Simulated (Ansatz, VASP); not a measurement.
**As in VASP and in Ansatz**

```xyz
4
Lattice="3.6590 0.0000 0.0000 -1.8295 3.1687 0.0000 0.0000 0.0000 8.8821" Properties=species:S:1:pos:R:3 pbc="T T T"
As    0.0000    0.0000   -0.6600
As    0.0000    0.0000    3.7810
As    0.0000    2.1125    0.7045
As    1.8295    1.0562    5.1455
```

Alike in both runs: functional PBE; k mesh 6 × 6 × 2; occupations gaussian, width 0.1 eV; no spin polarisation.

Ansatz relaxed the structure, and its values are those at the end. VASP's run is a single point on that final structure, the one shown.

|  | VASP | Ansatz |
| --- | --- | --- |
| version | VASP 6.6.1 | Ansatz 0.2.0 |
| potentials or method | VASP PAW PBE potentials, release 64 (As) | scalar-relativistic, plane waves, PAW |
| plane-wave cutoff (eV) | 520 | 420 |
| valence electrons in the cell | 20 | 60 |

VASP gave:

| Property | Result |
| --- | --- |
| gap on the k mesh at the Fermi level (eV) | none |
| pressure (GPa) | 0.4 |
| rms of the force components (eV/Å) | 0.054 |

Q: Which values does Ansatz return?

A: gap on the k mesh at the Fermi level (eV): none; pressure (GPa): 0.2; rms of the force components (eV/Å): 0.013.

A gap of «none» marks a metal or a gap that the smearing closes. The two sets of potentials don't hold the same shells in valence.

Caveats: this functional lacks dispersion, which binds the layers, so the pressure and a relaxed spacing across them are unreliable.
